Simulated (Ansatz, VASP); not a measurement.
**LiH in VASP and in Ansatz**

File POSCAR:

```
LiH
1.0
    0.0000000000      2.1451220099      2.1451220099
    2.1225982288      0.0000000000      2.1451220099
    2.1225982288      2.1451220099      0.0000000000
Li H
1 1
Direct
    0.0000000000      0.0000000000      0.0000000000
    0.2500000000      0.2500000000      0.2500000000
```

Contents of INCAR.step1:

```
PREC = Accurate
ENCUT = 520
ISMEAR = 0
SIGMA = 0.01
LREAL = F
LASPH = T
NELM = 100
NBANDS = 9
GGA = PE
ALGO = Normal
EDIFF = 1E-4
LWAVE = T
LCHARG = F
```

Contents of INCAR.step2:

```
PREC = Accurate
ENCUT = 520
EDIFF = 1E-6
ISMEAR = 0
SIGMA = 0.01
LREAL = F
LASPH = T
NELM = 100
ALGO = Normal
ISIF = 2
LWAVE = F
LCHARG = F
METAGGA = R2SCAN
LMIXTAU = T
NBANDS = 9
ISTART = 1
```

Contents of KPOINTS:

```
regular mesh
0
Gamma
  10 10 10
```

Input for Ansatz:

```yaml
crystal:
  lattice:
    - [0.0, 2.1451220099, 2.1451220099]
    - [2.1225982288, 0.0, 2.1451220099]
    - [2.1225982288, 2.1451220099, 0.0]
  atoms:
    - { symbol: Li, position: [0.0, 0.0, 0.0] }
    - { symbol: H, position: [0.25, 0.25, 0.25] }
kpoints:
  mp_grid: { grid: [10, 10, 10] }
  band_path:
    path:
      - [0.0, 0.0, 0.0]
      - [-0.5, -0.5, 0.0]
      - [-0.375, -0.375, 0.25]
      - [-0.375, 0.0, 0.375]
      - [0.0, 0.0, 0.5]
      - [-0.5, -0.25, 0.25]
      - [-0.15, -0.075, 0.425]
    npoints: 1
hamiltonian:
  xc: r2scan
scf:
  occupations: { method: fixed }
  n_extra_bands: 4
output:
  forces: true
  stress: true
  eigenvalues: true
```

Change from the starting cell: uniaxial_x strain -1.1%.

Alike in both runs: task single point; functional r2SCAN; k mesh 10 × 10 × 10; no spin polarisation.

```csv
,VASP,Ansatz
version,VASP 6.6.1,Ansatz 0.2.0
potentials or method,"VASP PAW PBE potentials, release 64 (Li_sv, H)","plane waves, PAW"
plane-wave cutoff (eV),520,500
occupations,"gaussian, width 0.01 eV",fixed
valence electrons in the cell,4,4
```

Ansatz gave:

```
gap on the k mesh at the Fermi level (eV) : 4.74
```

Problem. What did VASP give for the same quantities?

Solution. gap on the k mesh at the Fermi level (eV): 4.81.

 A k mesh can miss the band edges.
